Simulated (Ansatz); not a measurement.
The calculation used DFT PBE, scalar-relativistic, plane waves, PAW in Ansatz. All cells share a 420 eV cutoff and Γ-centred k meshes spaced at most about 0.3 Å⁻¹ (2π included). No spin polarisation in the final relaxations.

All energies are static (0 K, no zero-point motion). Both are relaxed sheets, periodic along a and b.

Two relaxed structures of LiH:

1.

```xyz
2
Lattice="3.0782 0.0000 0.0000 -1.5391 2.6658 0.0000 0.0000 0.0000 25.3272" Properties=species:S:1:pos:R:3 pbc="T T F"
Li    0.0000    1.7772    7.4999
H     0.0000    0.0000    7.5001
```

2.

```xyz
4
Lattice="2.7617 0.0000 0.0000 0.0000 2.7617 0.0000 0.0000 0.0000 29.1370" Properties=species:S:1:pos:R:3 pbc="T T F"
Li    1.3809    0.0000    7.5467
Li    0.0000    1.3809    9.4533
H     1.3809    0.0000    9.5114
H     0.0000    1.3809    7.4886
```

**Question.** Which form is favoured at zero pressure, and by what margin per atom?

**Answer.** Cell 2 is lower, by 90 meV/atom. Cell 1 has layer group p-6m2 (No. 78), 4.1 Å²/atom and a gap of 3.47 eV on its mesh; cell 2 has layer group p4/nmm (No. 64), 1.9 Å²/atom and a gap of 2.05 eV. Counting H atoms around Li (those within 1.25 times the shortest such distance or 1.15 times the sum of covalent radii), cell 1 has Li 3 and cell 2 has Li 5. In cell 1, Li at height 0.00 Å has 3 H at 1.78 Å; H at height 0.00 Å has 3 Li at 1.78 Å. In cell 2, Li at height 0.06 Å has 5 H at 1.95–1.96 Å; H at height 2.02 Å has 5 Li at 1.95–1.96 Å. Both come from invented guesses.

Kohn–Sham gaps at this level usually fall short of measured ones. With hydrogen, zero-point motion can shift such differences by 10 meV/atom or more. With atoms moved at random, p4/nmm came back. Other cells relaxed within their symmetry can be saddle points.
